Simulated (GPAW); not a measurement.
# The basis that the transmission of a Bi chain with an O atom on top of one atom needs, part 2 of 2

How well does a Bi chain with an O atom on top of one atom conduct at low bias, and how far do basis and functional move the answer?

GPAW 26.7.0; GPAW LCAO, PAW setups; Landauer transmission from Green's functions with principal layers (ASE), zero bias.

So far, transmission at the Fermi level (one spin): step 2 (double-zeta polarised basis, PBE, GPAW) 1.63; step 3 (basis szp(dzp), PBE, GPAW) 1.63; step 4 (basis sz(dzp), PBE, GPAW) 1.66; step 5 (LDA) 1.65.

## (8) Temperature 700

Temperature enters only through the Fermi window.

This step: GPAW LCAO, PAW setups; Landauer transmission from Green's functions with principal layers (ASE), zero bias (GPAW 26.7.0).

Contents of run.py:

```python
import json
import numpy as np
from ase import Atoms
from ase.transport.calculators import TransportCalculator
from gpaw import GPAW, FermiDirac
from gpaw.lcao.tools import get_lcao_hamiltonian
from scipy.linalg import eigh

# The junction with lead layers at both ends, along the third cell vector
device = Atoms(
    ['Bi', 'Bi', 'Bi', 'Bi', 'Bi', 'O', 'Bi', 'Bi', 'Bi', 'Bi'],
    positions=[
        [4.50000, 4.50000, 1.45000],
        [4.50000, 4.50000, 4.35000],
        [4.50000, 4.50000, 7.25000],
        [4.50000, 4.50000, 10.15000],
        [4.50000, 4.50000, 13.05000],
        [6.33220, 4.50000, 13.05000],
        [4.50000, 4.50000, 15.95000],
        [4.50000, 4.50000, 18.85000],
        [4.50000, 4.50000, 21.75000],
        [4.50000, 4.50000, 24.65000]],
    cell=[[9.0, 0.0, 0.0], [0.0, 9.0, 0.0], [0.0, 0.0, 26.1]],
    pbc=True)

# One principal layer of the lead: the first 2 atoms of the device
lead = Atoms(
    ['Bi', 'Bi'],
    positions=[
        [4.50000, 4.50000, 1.45000],
        [4.50000, 4.50000, 4.35000]],
    cell=[[9.0, 0.0, 0.0], [0.0, 9.0, 0.0], [0.0, 0.0, 5.8]],
    pbc=True)

settings = dict(mode='lcao', basis='dzp', xc='PBE', h=0.18,
                occupations=FermiDirac(0.1), maxiter=250,
                mixer=dict(beta=0.1, nmaxold=8, weight=100.0),
                convergence=dict(density=0.0001))
energies = np.arange(-3, 3 + 1e-9, 0.075)
eta = 0.0001
n1, n2 = 1, 1
# k and -k transmit alike, so half of the mesh across the current serves
mesh = [(i, j) for i in range(n1) for j in range(n2) if (i, j) <= (-i % n1, -j % n2)]
weights = np.array([1 if (i, j) == (-i % n1, -j % n2) else 2 for i, j in mesh]) / (n1 * n2)

# [... helper functions left out ...]
fermi_lead = ground_state(lead, (1, 1, 19), 'lead.txt')
fermi_device = ground_state(device, (1, 1, 3), 'device.txt')
# [... loop over the mesh left out, but for ...]
        # Shift the lead onto the potential of the device's first layer
        shift = ((H[:, 0, 0] - H0[:, 0, 0]) / S0[0, 0]).real.mean()
# [...]
kT = 8.617333e-5 * 700
bias = [0.1, 0.2, 0.5, 1.0, 1.5, 2.0]
# [... integrals and printing left out ...]
```

On the command line:

```bash
OMP_NUM_THREADS=1 OPENBLAS_NUM_THREADS=1 python run.py
```

Wall time 28 s (1 thread of AMD EPYC 9R45, shared host); peak memory 1.3 GiB.

Numbers from this step:

```
conductance                                    : 1.624 G₀
thermopower                                    : -5.924 μV/K
largest coupling past the next principal layer : 5.83e-6 eV
largest misfit of the first principal layer    : 0.06490 eV
shift that aligns the lead                     : -0.01451 eV
transmission at the Fermi level (one spin)     : 1.634
```

One spin. The transmission, zone mean by energy, zero at the Fermi level:

energy (eV), transmission, zone mean and a bar:
```
  -3.0000       0.99 ################
  -2.7750       0.11 ##
  -2.4750       0.32 #####
  -2.2500       0.25 ####
  -2.0250       0.12 ##
  -1.7250       0.01 
  -1.5000       0.27 ####
  -1.2750       0.85 ##############
  -0.9750       0.99 ################
  -0.7500       1.07 #################
  -0.5250       1.20 ####################
  -0.2250       1.47 ########################
   0.0000       1.63 ###########################
   0.2250       1.72 ############################
   0.5250       1.77 #############################
   0.7500       1.79 #############################
   0.9750       1.81 ##############################
   1.2750       1.83 ##############################
   1.5000       1.80 ##############################
   1.7250       1.42 #######################
   2.0250       0.97 ################
   2.2500       0.98 ################
   2.4750       0.98 ################
   2.7750       0.98 ################
   3.0000       0.98 ################
```

Not self-consistent under bias; the bias window is split evenly. Table of current through one cell, from the zero-bias transmission by bias:

```
bias (V)  current through one cell, from the zero-bias transmission (μA)
   0.100                                                            12.6
   0.200                                                            25.1
   0.500                                                            62.4
   1.000                                                             122
   1.500                                                             179
   2.000                                                             233
```

Table of transmission of the three most open eigenchannels by energy, zero at the Fermi level:

```
energy (eV)  channel 1  channel 2  channel 3
      -3.00      0.988    3.1e-11          0
      -2.77      0.115    4.7e-11          0
      -2.55      0.313    3.8e-11          0
      -2.40      0.308    3.6e-11          0
      -2.17      0.215    3.5e-11          0
      -1.95     0.0675    3.5e-11          0
      -1.73    0.00797    3.3e-11    3.2e-12
      -1.57      0.141    3.2e-11    2.0e-11
      -1.35      0.695     0.0462    0.00111
      -1.12      0.842      0.103     2.0e-5
      -0.90      0.894      0.110    0.00994
      -0.75      0.918      0.112     0.0351
      -0.53      0.943      0.132      0.120
      -0.30      0.958      0.310      0.131
      -0.07      0.967      0.482      0.139
       0.00      0.968      0.526      0.140
       0.07      0.970      0.561      0.140
       0.30      0.973      0.633      0.134
       0.53      0.975      0.675      0.123
       0.75      0.977      0.709      0.107
       0.90      0.977      0.731     0.0952
       1.12      0.977      0.766     0.0769
       1.35      0.977      0.790     0.0580
       1.57      0.976      0.748     0.0347
       1.73      0.972      0.435    0.00999
       1.95      0.972    4.8e-10    2.1e-11
       2.17      0.975    2.0e-11    2.3e-12
       2.40      0.976    1.9e-11          0
       2.55      0.977    1.9e-11          0
       2.77      0.977    1.7e-11          0
       3.00      0.977    1.6e-11          0
```

With these changes, and at 700 K in place of 300 K, the conductance is 1.62 G₀ against 1.63 in the dzp run; T at the Fermi level, which temperature doesn't enter, is 1.63 against 1.63.

## (9) A second varied run

A last run, with other settings again.

Changes to run.py since step 8:

```diff
@@ -35,3 +35,3 @@
 settings = dict(mode='lcao', basis='dzp', xc='PBE', h=0.18,
-                occupations=FermiDirac(0.1), maxiter=250,
+                occupations=FermiDirac(2.0), maxiter=100,
                 mixer=dict(beta=0.1, nmaxold=8, weight=100.0),
@@ -52,3 +52,3 @@
 # [...]
-kT = 8.617333e-5 * 700
+kT = 8.617333e-5 * 300
 bias = [0.1, 0.2, 0.5, 1.0, 1.5, 2.0]
```

Elapsed: 25 s, on 1 thread; peak memory 1.3 GiB.

The run finished. A setting was moved off its sound value on purpose, so it serves as a test and not as the result.

The fault put into the input: a smearing of electronvolts (width = 2.0).

The two runs compared:

```
                                           quantity   this run  sound run  difference
                                   conductance (G₀)     1.7996     1.6311       0.168
largest coupling past the next principal layer (eV)   5.769e-6   5.832e-6     -6.3e-8
   largest misfit of the first principal layer (eV)  0.0042986   0.064902     -0.0606
                    shift that aligns the lead (eV)   5.576e-4  -0.014509      0.0151
         transmission at the Fermi level (one spin)     1.8002     1.6337       0.167
```

The two runs differ clearly in the conductance: 1.80 G₀ against 1.63 G₀.

## (10) Summary of results

* conductance: 1.63 G₀
* transmission at the Fermi level, mean of the spins: 1.63
* thermopower: -2.50 μV/K

What this shows: In the dzp basis the junction conducts 1.63 G₀ at 300 K, with T = 1.63 a spin at the Fermi level; the sz basis reaches that conductance within 10 %. At the Fermi level the three most open eigenchannels pass 0.97, 0.53 and 0.14. Measured against the first run (dzp), the nearest curve is that of dzp-LDA (r.m.s. 0.023) and the farthest that of sz (0.18). Over the compared runs wall time goes from 17 s (sz) to 26 s (dzp), on a shared host. The geometry was built from estimated bond lengths and not relaxed, so the numbers describe this model structure. The run had no spin polarisation, so a magnetic state, which chains and small molecules with open shells often have, wasn't tested. Spin-orbit coupling is left out, which matters for the heavy atoms here. An evenly spaced straight chain is an idealisation: free chains tend to dimerise, zigzag or, where a band edge lies near the Fermi level, turn magnetic. The currents use the zero-bias T(E) throughout, which holds only while the bias is small against the distance to the nearest feature. The energy step is wider than the thermal energy, so the conductance and thermopower rest on interpolation of T(E).

[Logs are printed without paths, hosts, clocks, repeated set-up lines and the standing remarks that a program may print on its own settings, such as how far it seeks lower states.]

[Hosts, paths, dates, database ids (printed as entryN), source tags and the programs' standing remarks are cut or masked in the printed files.]
